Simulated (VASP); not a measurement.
Wanted: the native input for a VASP 6.6.1 run.

* Task: electron localisation function
* Functional: PBEsol
* Potentials or basis: VASP PAW PBE potentials, release 64 (Cd, O)
* Cutoff: 520 eV
* k mesh: 9 × 9 × 7
* Occupations: gaussian, width 0.02 eV
* Spin: no spin polarisation
* Further INCAR settings: ALGO = Fast; EDIFF = 1e-06

The structure of CdO2 lies in POSCAR:

```
CdO2
1.0
    3.4762295762      0.0000000000      0.0000000000
   -1.7381147881      3.0105031223      0.0000000000
    0.0000000000      0.0000000000      4.1480760000
Cd O
1 2
Direct
    0.0000000000      0.0000000000      0.0000000000
    0.3333333333      0.6666666667      0.2442190000
    0.6666666667      0.3333333333      0.7557810000
```

The cell comes from a database or a generator and needn't be the stable form of this composition.

One way to write it, as run:

INCAR

```
  PREC = Accurate
  ENCUT = 520
  EDIFF = 1E-6
  ISMEAR = 0
  SIGMA = 0.02
  LREAL = False
  LASPH = True
  NELM = 100
  ALGO = Fast
  ISIF = 2
  LWAVE = False
  LCHARG = True
  GGA = PS
  LELF = True
```

KPOINTS

```
Automatic mesh
0
Gamma
  9 9 7
```

Potentials or basis: VASP PAW PBE potentials, release 64 (Cd, O).

The run is started by

```console
$ cat potpaw_PBE.64/Cd/POTCAR potpaw_PBE.64/O/POTCAR > POTCAR
$ mpirun -np 1 vasp_std > vasp.out
```

Results of the run:

```
Pressure               : -9.4 GPa
Largest force          : 0.176 eV/Å
Band gap on the k mesh : none (metal or under the smearing width)
```

Caveat: the PAW data sets were made with another functional, which shifts forces and pressure a little.

Run time: 19 s on 1 thread of Intel(R) Xeon(R) 6975P-C (Granite Rapids), with other jobs on the host, peak memory 0.19 GiB.
